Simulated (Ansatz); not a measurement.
**Si2W: what symmetry allows forces and stress to be**

```
Si W
1.0
    -1.65243    1.65243    4.29031
     1.65243   -1.65243    4.29031
     1.65243    1.65243   -4.29031
Si W
2 1
Direct
  0.32834 0.32834 0.00000
  0.67166 0.67166 0.00000
  0.00000 0.00000 0.00000
```

Computed with Ansatz, DFT PBE, scalar-relativistic, plane waves, PAW.

Cutoff 420 eV; k points 18×18×18 on the computed 3-atom cell (Γ-centred); Gaussian smearing, width 0.10 eV; no spin polarisation.

This distorted cell has space group I4/mmm, with 16 operations.

Without a calculation: in which directions can each atom feel a force?

A force must be left unchanged by every operation that keeps its atom in place, so it lies in the space that those operations leave fixed. Atoms that the group maps onto each other feel forces of one size.
```tsv
atom	site symmetry	operations at the site	equivalent to atom	allowed force (Cartesian)
Si1	4mm	8	1	along (0.00, 0.00, 1.00)
Si2	4mm	8	1	along (0.00, 0.00, 1.00)
W3	4/mmm	16	3	none
```

That leaves 1 independent force component of 9. A relaxation in this cell that keeps the symmetry moves the atoms in these directions alone.

And the stress tensor?

It must be invariant under the point group, which leaves 2 independent components: yz, xz, xy vanish; xx = yy.

Do the computed values obey this?

Yes. Forces (eV/Å):
```
Si1  0.000  0.000  0.902
Si2  0.000  0.000 -0.902
W3   0.000  0.000  0.000
```

Stress (GPa, compression positive, xx yy zz yz xz xy): -16.06 -16.06 -34.74 0.00 0.00 0.00. The program imposes the same operations on density, forces and stress, so this confirms the analysis and is no independent test of the calculation.

Spin–orbit coupling is left out, which can shift energies with elements as heavy as these.